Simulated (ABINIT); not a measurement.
A run of ABINIT 10.8.3 (patched build) is set up as follows.

File run.abi:

```
pp_dirpath "./"
pseudos "Nb_ONCV_PBE-1.2.upf"

acell 3*1.0 Angstrom
rprim
    -1.6571068400     1.6571068400     1.6571068400
     1.6571068400    -1.6571068400     1.6571068400
     1.6571068400     1.6571068400    -1.6571068400
ntypat 1
znucl 41
natom 1
typat 1
xred
     0.0000000000     0.0000000000     0.0000000000
chkprim 0
chksymtnons 0
tolsym 1.0e-6

ecut 41.0

kptopt 1
ngkpt 8 8 8
nshiftk 1
shiftk 0.0 0.0 0.0

ixc 11

nband 11
occopt 3
tsmear 0.00183747

nstep 100
tolvrs 1.0e-10

iomode 3
prtwf 0
prteig 0
prtebands 0
prtden 1
prtvha 1
prtvclmb 1
prtpot 1
prtelf 1
```

Potentials or basis: SG15 NC PBE v1.2.

Run with:

```bash
$ abinit run.abi > log 2>&1
```

Q: Estimate the band gap on the k mesh.

A: None (metal or under the smearing width).

Q: What does it give for the pressure?

A: -0.3 GPa.
